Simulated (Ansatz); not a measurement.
Input and command of a plane-wave DFT calculation in Ansatz:

```yaml
crystal:
  lattice:
    - [6.0686302345, 0.0, 0.0]
    - [-3.0343151173, 5.2555879493, 0.0]
    - [0.0, 0.0, 26.4657697968]
  atoms:
    - { symbol: C, position: [0.1670255282, 0.8337013442, 0.6598217794] }
    - { symbol: C, position: [0.1662640402, 0.8330019304, 0.6020618867] }
    - { symbol: H, position: [0.0684989064, 0.6376295374, 0.6741150895] }
    - { symbol: H, position: [0.0698895393, 0.9328293768, 0.6740163188] }
    - { symbol: H, position: [0.3635707917, 0.9314030999, 0.673845427] }
    - { symbol: H, position: [0.273015816, 0.7261155496, 0.5907933429] }
    - { symbol: H, position: [0.2732066015, 1.0466854405, 0.590781687] }
    - { symbol: H, position: [-0.0472629259, 0.7263854951, 0.5908861497] }
basis:
  ecutwfc: 420
kpoints:
  mp_grid: { grid: [4, 4, 1] }
hamiltonian:
  xc: pbe
  dispersion: d3bj
scf:
  occupations: { method: gaussian, width: 0.1 }
output:
  forces: true
  eigenvalues: true
  write_density: true
  volumetric_format: npy
efield:
  axis: 3
  dipole_correction: true
  ramp_width: 0.04
```

```bash
ansatz run input.yaml --threads 4 --pin off --max-ram 10240MiB --backend cpu --events-out ev --progress --plain --runs-dir out
```

Processor: Arm Neoverse V1, 4 threads, on a host shared with other jobs.

**Question.** How long does it run, and how much memory does it take?

**Answer.** About 3.9 s on 4 threads of Arm Neoverse V1 (shared host), peak memory 0.93 GiB. It solves 15 bands at 10 k points (the mesh reduced by symmetry) with about 16547 plane waves, in 7 SCF iterations.
